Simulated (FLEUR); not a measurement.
### 1 ML Ni on Ir(001), 3 substrate layers: parallel and opposed starts

The cell holds 4 atoms: 3 Ir and 1 Ni. Cell: a = 2.709 Å, b = 2.709 Å, c = 19.726 Å, α = 90.0°, β = 90.0°, γ = 90.0°. Vacuum lies along c.

```
Ir Ni
1.0
     2.70907    0.00000    0.00000
     0.00000    2.70907    0.00000
     0.00000    0.00000   19.72619
Ir Ni
3 1
Direct
  0.00000 0.00000 0.35486
  0.50000 0.50000 0.45197
  0.00000 0.00000 0.54908
  0.50000 0.50000 0.63816
```

```yaml
method: PBE; all-electron FLAPW film, Dirac cores, scalar-relativistic bands (and 1 further level or step)
program: FLEUR MaX-R8.1
settings_of_one_run: kmax 3.6 1/bohr, gmax 10.8 1/bohr, muffin tin radii Ir: 2.33, Ni: 2.33 bohr, lmax Ir: [8, 6], Ni: [8, 6], hist occupations, smearing width 0.05 eV, mixer Anderson, mixing 0.03, max iterations 140, stop 2.00e-5 me/bohr³, film mode on, collinear spin, 12×12×1 k-mesh, mesh matched on, starting moments 0 0 0 1 μB
cost: 4 runs, 36 min in all on 4 MPI ranks of Arm Neoverse V1, shared host (the runs of this entry)
notes: The run is spin-polarised, with a total moment of 0.70 μB a cell. Only 3 starts were tried; other patterns of signs, canted and longer-period orders were not. A substrate of 3 unrelaxed layers is a model; thickness and relaxation can move these numbers.
lowest_state_found: ferromagnetic (initial ferro +)
largest_site_spin_moment: 0.494 μB
next_finished_state: non-magnetic, 6.49 meV a seeded atom higher
energy_gained_by_spin_polarisation: 6.49 meV a seeded atom
orbital_moment_on_the_atom_of_largest_spin_along_its_spin_spin_orbit_run: 0.0343 μB
```

The lowest state found is ferromagnetic, reached from the start ferro +, with moments up to 0.494 μB. Spin polarisation gains little, as in a weak itinerant magnet.

[Logs and program files are shortened in this print: banners, set-up blocks, solver, clock and traceback lines can be left out without a mark of their own.]

[Logs are printed without paths, hosts, clocks, repeated set-up lines and the standing remarks that a program may print on its own settings, such as how far it seeks lower states.]

[Hosts, paths, dates, database ids (printed as entryN), source tags and the programs' standing remarks are cut or masked in the printed files.]

[Where a cell is said to come from a database of computed structures, the database is the Materials Project.]
